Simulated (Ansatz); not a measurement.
Bi2Te3, DFT, PBE, all-electron PAW with datasets made for the crystal, scalar-relativistic (Ansatz 0.2.0), run on 2 threads of Arm Neoverse V1 on a shared host.

The cell comes from COD entry 9012858, which wasn't checked; take it as a given geometry. The listed cell was then made from it by scaling, straining or moving an atom.

Command: `ansatz run input.yaml --threads 2 --pin off --max-ram 6144MiB --backend cpu --events-out ev --progress --plain --runs-dir out`

```yaml
crystal:
  lattice:
    - [2.3768274858, 1.4574063622, 9.9989237007]
    - [-2.040175022, 1.3911513246, 9.9326686631]
    - [0.1109476862, -2.4009575369, 9.9084176362]
  atoms:
    - { symbol: Bi, position: [0.812, 0.812, 0.812] }
    - { symbol: Bi, position: [0.402, 0.402, 0.402] }
    - { symbol: Te, position: [0.611, 0.611, 0.611] }
    - { symbol: Te, position: [0.2, 0.2, 0.2] }
    - { symbol: Te, position: [0.0, 0.0, 0.0] }
kpoints:
  mp_grid: { grid: [8, 8, 8] }
scf:
  occupations: { method: fermi_dirac, width: 0.08 }
hamiltonian:
  xc: pbe
  pseudopotentials: { kind: all_electron, datasets: crystal }
output:
  forces: true
  stress: true
  eigenvalues: true
  efg: { contact_densities: true }
```

**Question.** How large is the problem that the program sets up?

**Answer.** 260 irreducible k-points, 1427 plane waves at Γ, 29 bands.

**Question.** Estimate the wall time and the peak memory.

**Answer.** 2.9 min of wall time for 10 SCF iterations, with a peak of 3.4 GiB. Times on shared machines scatter by tens of per cent.

**Question.** And the same cell and mesh by PAW (frozen-core files), asked for forces, stress, eigenvalues, efg, on the same hardware?

**Answer.** 2.1 min, peak memory 1.4 GiB.
